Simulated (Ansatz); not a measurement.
Here is an Ansatz 0.2.0 calculation.

Contents of input.yaml:

```yaml
crystal:
  lattice:
    - [2.82503, 0.0, 0.0]
    - [0.0, 2.82503, 0.0]
    - [0.0, 0.0, 2.82503]
  atoms:
    - { symbol: Hf, position: [0.5, 0.5, 0.5] }
    - { symbol: "N", position: [0.0, 0.0, 0.0] }
kpoints:
  mp_grid: { grid: [9, 9, 9] }
scf:
  occupations: { method: fermi_dirac, width: 0.05 }
hamiltonian:
  xc: pbesol
  pseudopotentials: { kind: all_electron, datasets: crystal }
output: {}
phonons:
  method: fd
  supercell: [1, 1, 1]
```

Potentials or basis: all-electron PAW datasets made for the crystal.

Launch:

```sh
$ ansatz run input.yaml --threads 1 --pin off --max-ram 3072MiB --backend cpu --events-out ev --progress --plain --runs-dir out
```

Q: What does it give for the highest phonon frequency at Γ?

A: 228 cm⁻¹.

Q: Predict the band gap on the k mesh.

A: None (metal or under the smearing width).

Phonon frequencies in cm⁻¹ (negative: imaginary):
```
              q point        frequencies
(0.000, 0.000, 0.000)  0 0 0 228 228 228
```

Caveat: a metal's response needs a denser mesh; the program warned that the printed levels may be off, so bands, gaps and densities of states are rough. The run has no spin-orbit coupling, so splittings on Hf are missing.
